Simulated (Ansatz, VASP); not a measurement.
One calculation of HfO2, two programs

```xyz
3
Lattice="0.0000 2.5575 2.7621 2.5575 0.0000 2.7621 2.5575 2.5575 0.0000" Properties=species:S:1:pos:R:3 pbc="T T T"
Hf    0.0000    0.0000    0.0000
O     1.2788    1.2788    1.3811
O     3.8363    3.8363    4.1432
```

Change from the starting cell: strain +0.000 along x and y, +0.080 along z, atoms carried along.

Alike in both runs: task single point; functional PBE; k mesh 8 × 8 × 8; occupations gaussian, width 0.05 eV; no spin polarisation.

|  | VASP | Ansatz |
| --- | --- | --- |
| version | VASP 6.6.1 | Ansatz 0.2.0 |
| potentials or method | VASP PAW PBE potentials, release 64 (Hf_pv, O) | scalar-relativistic, plane waves, PAW |
| plane-wave cutoff (eV) | 520 | 420 |
| valence electrons in the cell | 22 | 38 |

```csv
,VASP,Ansatz,Ansatz less VASP
gap on the k mesh at the Fermi level (eV),2.69,2.71,+0.019
least direct gap on the mesh (eV),3.00,3.02,+0.015
pressure (GPa),-20.4,-17.6,+2.82
largest component of the traceless stress (GPa),21.39,21.11,-0.282
```

With one functional, cell and mesh, what is left measures potentials, basis and numerics. The two sets of potentials don't hold the same shells in valence.

Caveats: so large a pressure means that the cell lies far from this level's equilibrium, or that cutoff or potentials fall short (VASP); spin-orbit coupling is left out, which moves the levels of the heavy elements. A k mesh can miss the band edges.
